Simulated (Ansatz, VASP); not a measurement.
## B27P26 (V_P) in two plane-wave programs

Aim: how closely do two programs agree when they are given the same cell, functional and k mesh? The cell is taken from a series of runs on this material, whose earlier steps may have relaxed, scaled, displaced or heated it; both programs get it as it stands.

Main program and level: Ansatz 0.2.0; plane waves, with VASP 6.6.1 beside it; single point at r2SCAN.

### Step 1. Set-up

The cell holds 53 atoms: 27 B and 26 P. Cell: a = 9.767 Å, b = 9.767 Å, c = 9.767 Å, α = 60.0°, β = 60.0°, γ = 60.0°. It derives from BP (BP (F-43m)). Nearest the centre at fractional (0.250, 0.583, 0.583): B18 at 2.30 Å, B15 at 2.32 Å, B17 at 2.32 Å, B9 at 2.33 Å, P40 at 3.25 Å, P37 at 3.25 Å, P32 at 3.25 Å, P34 at 3.26 Å. The cell carries charge +2.

Structure file:

```
B P
1.0
     0.00000    6.90662    6.90662
     6.90662    0.00000    6.90662
     6.90662    6.90662    0.00000
B P
27 26
Cartesian
  0.0059 6.8972 6.9019
  2.2986 9.1930 6.8976
  4.6178 11.5110 6.8986
  9.2053 13.8004 9.1965
  4.6081 9.2012 9.2060
  6.9166 11.5108 9.1965
  11.5246 13.8009 11.5151
  6.9165 9.1924 11.5150
  9.4004 11.3179 11.3207
  13.7996 9.2033 9.2062
  2.3003 4.6042 2.3091
  11.5135 6.9158 9.2055
  9.2070 9.2112 4.6084
  4.5978 4.6041 4.6084
  6.7204 7.0911 4.4147
  11.5137 9.2015 6.9194
  6.7205 4.4120 7.0938
  9.3870 7.0774 7.0806
  0.0061 4.5981 4.6033
  2.3043 6.8974 4.6031
  11.5136 9.2034 11.4923
  9.2111 11.5044 6.9023
  4.5966 6.8940 6.8980
  6.9163 9.2118 6.8990
  11.5140 11.4889 9.2067
  6.9164 6.8946 9.2165
  9.2270 9.2013 9.2055
  3.4549 3.4505 3.4520
  5.7556 5.7315 3.4500
  8.0813 8.0554 3.4498
  5.7555 3.4473 5.7332
  10.3620 8.0542 5.7353
  8.0814 3.4471 8.0582
  10.3621 5.7340 8.0567
  12.6670 8.0504 8.0524
  3.4488 5.7522 5.7546
  5.7552 8.0557 5.7750
  8.0589 10.3619 5.7547
  5.7550 5.7718 8.0587
  8.0392 8.0542 8.0565
  10.3580 10.3580 8.0528
  8.0586 5.7529 10.3640
  10.3577 8.0505 10.3610
  12.6676 10.3588 10.3615
  3.4552 8.0542 8.0566
  5.7560 10.3570 8.0569
  8.0594 12.6585 8.0507
  5.7559 8.0549 10.3584
  8.0379 10.3536 10.3561
  10.3650 12.6782 10.3554
  8.0592 8.0489 12.6605
  10.3648 10.3531 12.6815
  12.6689 12.6592 12.6607
```

### Step 2. Ansatz: single point, r2SCAN

Ansatz runs on its PAW soft_1 files.

With cell and atoms fixed, the geometry can't cause a difference; cores, projectors, grids and the points listed under the comparison can.

The input, input.yaml:

```yaml
crystal:
  checkpoint: "../qp2_M1.relax.run"
  host: checkpoint
total_charge: 2
basis:
  ecutwfc: 500
  xc_grid: 2
hamiltonian:
  xc: r2scan
  pseudopotentials: { kind: paw, azcp: { folder: soft_1 } }
kpoints:
  mp_grid: { grid: [2, 2, 2], shift: [0.5, 0.5, 0.5] }
magnetization:
  spin_polarized: true
  initial_magnetization: 1
  spin_locking: { lock_magnetization: hard }
scf:
  occupations: { method: fixed }
  max_iter: 60
output:
  forces: true
  eigenvalues: true
  charged_corrections:
    epsilon: 9.31
    static_epsilon: 9.42
    defect_position: [0.25, 0.583333, 0.583333]
  eigenstates: { localisation: true }
  populations: true
  efg: {}
checkpoint:
  read: "../qp2_M1.relax.run"
  write: "../qp2_M1.point.run"
  compress: false
  write_wavefunctions: false
  write_every: 100000
```

Started as:

```
$ ansatz run input.yaml --threads 4 --pin off --max-ram 7536MiB --backend cpu --events-out ev --progress --plain --runs-dir out
```

Numbers of over 12 decimals in the logs are rounded to 6 here.

What it wrote:

```text
Warning: This run holds its total moment fixed (magnetization.spin_locking.lock_magnetization: hard) and mixes its density by anderson or broyden (scf.mixing.algorithm, typed or taken by auto). Slabs with a fixed moment have converged under broyden above another state at the same moment, at the default mixing steps and at smaller ones, and under scf.lower_state_search: standard, light or off a state that such a mixer [...]
crystal.checkpoint: the structure is that of <dir>, a `relax` run, at its step 22: its result, under r2scan at a charge of 2 e; 53 atoms read, 0 with a starting moment; crystal.structure_sha256 for this input is
Engine: ansatz 0.2.0, x86_64-unknown-linux-gnu
Pseudopotentials: kind: paw
Pseudopotential: B, paw, valence charge 3, recommended cutoff 500 eV (meta_gga), soft_1/B.paw.azcp
Pseudopotential: P, paw, valence charge 5, recommended cutoff 500 eV (meta_gga), soft_1/P.paw.azcp
Functional definition: r2SCAN
  parameter k0 = 0.174
  parameter k1 = 0.065
  parameter a1 = 4.9479
  exchange = r2scan_x(k0 = k0, k1 = k1, a1 = a1)
  correlation = r2scan_c
Crystal: 53 atoms, lattice volume = 658.912 Å³
Basis set: ecut = 500 eV, 16625 PW (Γ), exchange–correlation on 144×144×144 points (8 copies of the dense FFT grid, shifted against one another)
Bands: 158, of which v1, the nominal top of the filled ones, is band 105 counted from 1 (104 counted from 0)
Symmetry: 1 space group operations
Space group: P1 (ITA 1), of the structure as read, at distance tolerance 8.7e-5 Å
Magnetic group: BNS 1.1 (UNI 1), of the structure as read, at distance tolerance 8.7e-5 Å
k-points: 4 of 8 (time reversal used)
Non-local potential: B, projectors of the file, l = 0: 2, l = 1: 2, l = 2: 1
Non-local potential: P, projectors of the file, l = 0: 2, l = 1: 2, l = 2: 1
PAW form: soft (Blöchl's): semilocal exchange-correlation on the pseudo side does not see the compensation charge
PAW frozen core: B, regenerated for the run's functional (the file was generated under x = pbe(κ = 0.804, μ = 0.219515), c = pbe(β = 0.066725))
PAW frozen core: P, regenerated for the run's functional (the file was generated under x = pbe(κ = 0.804, μ = 0.219515), c = pbe(β = 0.066725))
PAW one-centre angular grid: B, 302 points (default); XC on 223 of its mesh's 2233 points in the sphere
PAW one-centre angular grid: P, 302 points (default); XC on 160 Gauss nodes
Initial density: read from a saved state, or passed on in memory by an earlier SCF of this step, an earlier step, the calling program or the single point that the run made first
Stability of the state it starts from, as read at its close in the collinear treatment: not read, because the mixer in use, unlike msr1, does not test its closes by its own steps (another_mixer); its run was given moments
Starting moments: Σ|m| = 1 μB on 53 of 53 sites; this step starts from the density that it was given
Initial wavefunctions: those read from a saved state, or passed on in memory by an earlier step or the calling program
Functional: x = r2scan, c = r2scan; τ floored in thin density (d = 2e-4 eV/Å³)
SCF iter   1: F=—  HF=-24002.221450 eV  |F-HF|=—  |Δ(HF+E_count)|=         —  Δρ=3.43e-7 (↑3.33e-7 ↓3.43e-7)  dr2=1.90e-9  dr2_τ=3.09e-12  dr2_m=2.83e-12  M=1.000 μB ∫|m|=1.153 μB  β_m=1.20  ethr=2.87e-12  ⟨swp⟩=3.6  Hψ=2945  notcnv=0
preconditioner: auto → Resta (q_TF=auto, 2.253 Å⁻¹)  ε∞=4.6  [insulator: Δε(μ)=0.056 eV  Ē_g=11.011 eV  n_scr=136 (ndim 8)  ℏωp=20.9 eV  f_vac=0.000  ε∞_Penn≈4.6]
spin=Collinear: Resta preconditioning applied to the charge; magnetization (m = ρ↑ − ρ↓) channel mixes plain (no charge-response kernel on spin).
SCF iter   2: F=-24002.221450 eV  HF=-24002.221450 eV  |F-HF|=3.82e-10  |Δ(HF+E_count)|=  3.09e-10  Δρ=2.59e-7 (↑2.56e-7 ↓2.59e-7)  dr2=1.11e-9  dr2_τ=1.60e-12  dr2_m=4.19e-13  M=1.000 μB ∫|m|=1.153 μB  ethr=1.00e-12  ⟨swp⟩=1.0  Hψ=1296  notcnv=0
SCF 1 converged in 2 iterations: F = -24002.221450 eV  dr2 = 1.11e-9
  greatest PAW one-centre occupation: 0.761 electrons in one spin orbital (limit 2), on the P atom at site 14 (counted from 0), in its partial waves of l = 0
this state was not tested for a lower state beside it, because the mixer in use, unlike msr1, does not test its closes by its own steps (another_mixer; see scf.mixing.algorithm and scf.lower_state_search)
SCF converged after 2 iterations
Magnetization: 1.0000 μB (105.0000 up, 104.0000 down)
Absolute magnetization: 1.1559 μB (∫|ρ↑−ρ↓|, with the PAW one-centre terms)
[...]
atom  52  B  V_zz =    +0.388517   η = 0.6583   by run symmetry: allowed
            electrostatic potential = -324.343791 V   contact ρ = 485.205218 e/Å³   contact ρ_s (e/Å³): all electrons +0.088916, valence +0.084389
  atom  53  P  V_zz =    +0.303994   η = 0.0243   by run symmetry: allowed
            electrostatic potential = -1494.081153 V   contact ρ = 16084.312707 e/Å³   contact ρ_s (e/Å³): all electrons -0.003757, valence -0.004429
--- Charged-cell corrections in eV (Makov–Payne, q = +2.000 e, ε = 9.310 of the electrons, 9.420 with the ions) ---
  F (periodic)     = -24002.221450  (uncorrected; the corrections below are reported, never added to it)
  E_corr1          = +1.026745  (monopole, q²α_M/2εL)
  F Makov-Payne    = n/a  (the rows are of the electrons' constant alone; ansatz place-levels tells what screens the charge)
  no potential alignment in this run, which stands beside a crystal: run the host's input off ansatz write-host-input, and read the two finished runs by ansatz place-levels (neither reads a slab, a wire or a sheet, whose cell leaves a vacuum)
--- Band table (eV; the first three rows and the last of 8) ---
  k-point 0 ↑: bands = [... 101 lower, 7.0784, 7.2696, 7.7735, 7.7946, 9.2960, 9.7506, 9.7548, 10.3102, ... 49 higher]
  k-point 1 ↑: bands = [... 101 lower, 6.9893, 7.2805, 7.5300, 7.9386, 8.8765, 9.5810, 9.7559, 10.2312, ... 49 higher]
  k-point 2 ↑: bands = [... 101 lower, 6.9935, 7.2824, 7.5347, 7.9377, 8.8782, 9.5811, 9.7549, 10.2362, ... 49 higher]
  k-point 3 ↓: bands = [... 101 lower, 6.9984, 7.3127, 7.5437, 8.4423, 9.2953, 10.0962, 10.1468, 10.2642, ... 49 higher]
--- Löwdin populations: 53 sites ---
  site symbol       q [e]    m [muB]
     0      B      3.5735     0.0056
     1      P      4.3111     0.0019
     2      B      3.5756     0.0047
     3      P      4.2949    -0.0044
     4      B      3.5739     0.0117
     5      P      4.2947    -0.0049
     6      B      3.5752     0.0056
     7      P      4.2947    -0.0049
     8      B      3.5784     0.0129
     9      B      3.5746     0.0089
    10      P      4.2931    -0.0117
    11      B      3.5744     0.0103
    12      P      4.2945    -0.0047
    13      B      3.5754     0.0067
    14      P      4.2933    -0.0109
    15      B      3.3551     0.1693
    16      P      4.3114     0.0081
    17      B      3.5369     0.0116
    18      P      4.3000     0.0058
    19      B      3.5731     0.0140
    20      P      4.2949    -0.0066
    21      B      3.5375     0.0156
    22      P      4.3005     0.0044
    23      B      3.5730     0.0143
[...]
45      B      3.5736     0.0125
    46      P      4.2950    -0.0072
    47      B      3.5375     0.0105
    48      P      4.3001     0.0071
    49      B      3.5742     0.0108
    50      P      4.2948    -0.0060
    51      B      3.5383     0.0127
    52      P      4.3007     0.0055
  spilling = 0.008322 (of n_electrons = 209.000000)
```

### Step 3. VASP: single point, r2SCAN

The same cell, functional and mesh now go to VASP, with its own data sets.

Lines of VASP's logs that name or quote its potential files are left out, and so is its time.

The input, INCAR:

```
SYSTEM = B27P26
PREC = Accurate
ENCUT = 460
EDIFF = 1E-06
NELM = 200
ISMEAR = 0
SIGMA = 0.01
LREAL = Auto
ALGO = Normal
METAGGA = R2SCAN
LASPH = .TRUE.
NELECT = 209
NBANDS = 144
ISPIN = 2
MAGMOM = 0 0 0.01 0 0.01 0.01 0.01 0 0.06 0.01 0.01 0.01 0.01 0.01 0.05 0.01 0.06 0.09 0.01 0 0.01 0 0 0.01 0.01 0.01 0.01 0 0 0 0 -0 0 -0 0 0 0 0 -0 -0 0 0 0 0 0 0 0 0 -0 -0 0 0 0
LORBIT = 11
LWAVE = .FALSE.
LCHARG = .FALSE.
ISIF = 2
ISYM = 0
NUPDOWN = 1
GGA_COMPAT = .FALSE.
LMIXTAU = .TRUE.
KPAR = 4
```

The input, POSCAR:

```
B27P26
1.0
    0.0000000000      6.9066245691      6.9066245691
    6.9066245691      0.0000000000      6.9066245691
    6.9066245691      6.9066245691      0.0000000000
B P
27 26
Direct
    0.9985458072      0.0007742184      0.0000833596
    0.9984658010      0.0002339876      0.3325794490
    0.9984494488      0.0003915541      0.6682072538
    0.9984322873      0.3331141307      0.9997082760
    0.9989723395      0.3339495938      0.3332564409
    0.9983690497      0.3331789278      0.6682615284
    0.9984269691      0.6688336392      0.9997911454
    0.9983802740      0.6688604313      0.3325735120
    0.9583678258      0.6807360113      0.6803288238
    0.3337295297      0.9992281864      0.9988015040
    0.3339582288      0.0003754269      0.3326830562
    0.3335814215      0.9992759935      0.6677486896
    0.3339251334      0.3333155296      0.9997558021
    0.3340798607      0.3331652406      0.3325436903
    0.3464306752      0.2927690424      0.6802741571
    0.3335335292      0.6683111767      0.9987436612
    0.3464272603      0.6806791682      0.2923741505
    0.3453988889      0.6797929848      0.6793338276
    0.6656942147      0.0008163426      0.0000620226
    0.6657479165      0.0007284144      0.3329107555
    0.6647314250      0.9992186758      0.6678119811
    0.6657059305      0.3336687537      0.9999980808
    0.6656939971      0.3330526422      0.3324843023
    0.6656276742      0.3332747525      0.6681298976
    0.6646987119      0.6683250385      0.9987651294
    0.6656459034      0.6687919931      0.3326174877
    0.6645747628      0.6682831231      0.6676740365
    0.2495853502      0.2502276316      0.2500084836
    0.2480181105      0.2515013429      0.5818426720
    0.2478776962      0.2516147855      0.9184579841
    0.2479562455      0.5821517376      0.2511784053
    0.2481345541      0.5822733771      0.9180227313
    0.2478788162      0.9188625867      0.2512271381
    0.2482150583      0.9183015072      0.5820061179
    0.2487327778      0.9171632701      0.9168667804
    0.5833484270      0.2498454946      0.2495081747
    0.5846164878      0.2515328288      0.5817605279
    0.5833317613      0.2498848025      0.9169512213
    0.5846216842      0.5821871187      0.2510672909
    0.5843309158      0.5821648001      0.5818186884
    0.5829765712      0.5829706908      0.9167495819
    0.5833725148      0.9172151228      0.2495834170
    0.5830409422      0.9171077238      0.5825726429
    0.5829755861      0.9172513318      0.9168657048
    0.9161896808      0.2503077396      0.2499611125
    0.9163593441      0.2501924322      0.5832109559
    0.9157719329      0.2498821680      0.9170303676
    0.9163229380      0.5834554999      0.2499387417
    0.9173645277      0.5820789527      0.5817112059
    0.9171316991      0.5822105940      0.9185249819
    0.9158063585      0.9172941956      0.2495785784
    0.9172197456      0.9189185387      0.5817841694
    0.9158572302      0.9172692018      0.9170473176
```

The input, KPOINTS:

```
Points of the shifted mesh
8
Reciprocal
 0.2500000000  0.2500000000  0.2500000000 1
 0.2500000000  0.2500000000  0.7500000000 1
 0.2500000000  0.7500000000  0.2500000000 1
 0.2500000000  0.7500000000  0.7500000000 1
 0.7500000000  0.2500000000  0.2500000000 1
 0.7500000000  0.2500000000  0.7500000000 1
 0.7500000000  0.7500000000  0.2500000000 1
 0.7500000000  0.7500000000  0.7500000000 1
```

The projector-augmented-wave data sets are B and P (PBE family, release 64).

Started as:

```
$ mpirun -np 8 vasp_std
```

What it wrote:

```text
[banner, memory and clock lines left out]
running    8 mpi-ranks, on    1 nodes
[...]
|                                                                             |
|           W    W    AA    RRRRR   N    N  II  N    N   GGGG   !!!           |
|           W    W   A  A   R    R  NN   N  II  NN   N  G    G  !!!           |
|           W    W  A    A  R    R  N N  N  II  N N  N  G       !!!           |
|           W WW W  AAAAAA  RRRRR   N  N N  II  N  N N  G  GGG   !            |
|           WW  WW  A    A  R   R   N   NN  II  N   NN  G    G                |
|           W    W  A    A  R    R  N    N  II  N    N   GGGG   !!!           |
|                                                                             |
|     For optimal performance we recommend to set                             |
|       NCORE = 2 up to number-of-cores-per-socket                            |
|     NCORE specifies how many cores store one orbital (NPAR=cpu/NCORE).      |
|     This setting can greatly improve the performance of VASP for DFT.       |
[...]
DAV:   5    -0.511565682428E+03   -0.40601E-01   -0.40510E-01  5760   0.136E+00BRMIX: very serious problems
 the old and the new charge density differ
 old charge density:   211.00000 new  209.00000
BRMIX: very serious problems
 the old and the new charge density differ
 old charge density:   211.00000 new  209.00000
BRMIX: very serious problems
 the old and the new charge density differ
 old charge density:   211.00000 new  209.00000
BRMIX: very serious problems
 the old and the new charge density differ
 old charge density:   211.00000 new  209.00000
    0.385E+01
DAV:   6    -0.486396533034E+03    0.25169E+02   -0.21286E+01  5256   0.997E+00    0.234E+01
DAV:   7    -0.458345205445E+03    0.28051E+02   -0.57434E+00  5728   0.593E+00    0.462E+00
DAV:   8    -0.463724656249E+03   -0.53795E+01   -0.94538E+00  4944   0.753E+00    0.214E+00
DAV:   9    -0.465587419603E+03   -0.18628E+01   -0.99273E-01  5336   0.298E+00    0.150E+00
[...]
DAV:  18    -0.465768753788E+03   -0.13452E-04   -0.15431E-05  5224   0.103E-02    0.973E-03
DAV:  19    -0.465768760046E+03   -0.62581E-05   -0.22223E-06  3992   0.497E-03    0.491E-03
DAV:  20    -0.465768760185E+03   -0.13985E-06   -0.52439E-07  2944   0.195E-03
   1 F= -.46576876E+03 E0= -.46576876E+03  d E =-.458743E-06  mag=     1.0000
```

OUTCAR, selected parts (step 3):

```text
  FREE ENERGIE OF THE ION-ELECTRON SYSTEM (eV)
  ---------------------------------------------------
  free  energy   TOTEN  =      -465.7687601855 eV

  energy  without entropy=     -465.7687597268  energy(sigma->0) =     -465.76875996

 magnetization (x)
# of ion       s       p       d       tot
------------------------------------------
    1        0.000   0.004   0.000   0.004
    2        0.000   0.002   0.000   0.003
    3        0.001   0.006   0.000   0.007
    4        0.000   0.003   0.000   0.003
    5        0.001   0.007   0.000   0.008
    6        0.001   0.005   0.000   0.005
    7        0.001   0.005   0.000   0.006
    8        0.000   0.004   0.000   0.004
    9        0.010   0.054   0.000   0.064
   10        0.002   0.004   0.000   0.007
   11        0.001   0.007   0.000   0.008
   12        0.004   0.004   0.000   0.008
   13        0.001   0.008   0.000   0.009
[...]
--------------------------------------------------
tot          0.068   0.375   0.000   0.443

[... 1 further part left out ...]
```

The cell is charged against a uniform background.

The run ends at a pressure of -11.56 GPa, with forces up to 0.021 eV/Å.

### Step 4. Comparison

Known differences besides the potentials themselves: VASP starts from the moments at which Ansatz ended; VASP keeps PBE cores, Ansatz makes them for the functional; fixed occupations in Ansatz, narrow Gaussian smearing in VASP; the cutoff is 500 eV in Ansatz and 460 eV in VASP (PREC = Accurate, projectors in real space); site moments are counted in spheres of each program's own size. Total energies have different zeros and are not compared.

The two programs side by side:

```csv
quantity,Ansatz,VASP,difference
"total moment, fixed by the input (μB)",1.00,1.00,0.00
moment on B18 (μB),0.09,0.10,-0.01
moment on B9 (μB),0.06,0.06,-0.01
moment on B17 (μB),0.06,0.06,-0.01
moment on B15 (μB),0.05,0.06,-0.01
```

At this near-relaxed geometry the largest component of a force difference is 18 meV/Å. The cell carries a charge of +2 e against a uniform background, so its pressure also hangs on how the neutralising background is counted, and in a defect's cell a gap may be the spacing between its levels.

### Step 5. What came out

- difference in moment on B18 (single point, r2SCAN): -0.015 μB

**Reading.** The difference in moment on B18 is -0.015 μB (single point, r2SCAN). Such differences can come from data sets, numerical settings and the points named under the comparisons, not from the functional's error against experiment.

[Lines on the potential files, build, host, timing and source positions are cut from VASP's logs without a mark.]

[Logs are printed without paths, hosts, clocks, repeated set-up lines and the standing remarks that a program may print on its own settings, such as how far it seeks lower states.]

[Hosts, paths, dates, database ids (printed as entryN), source tags and the programs' standing remarks are cut or masked in the printed files.]
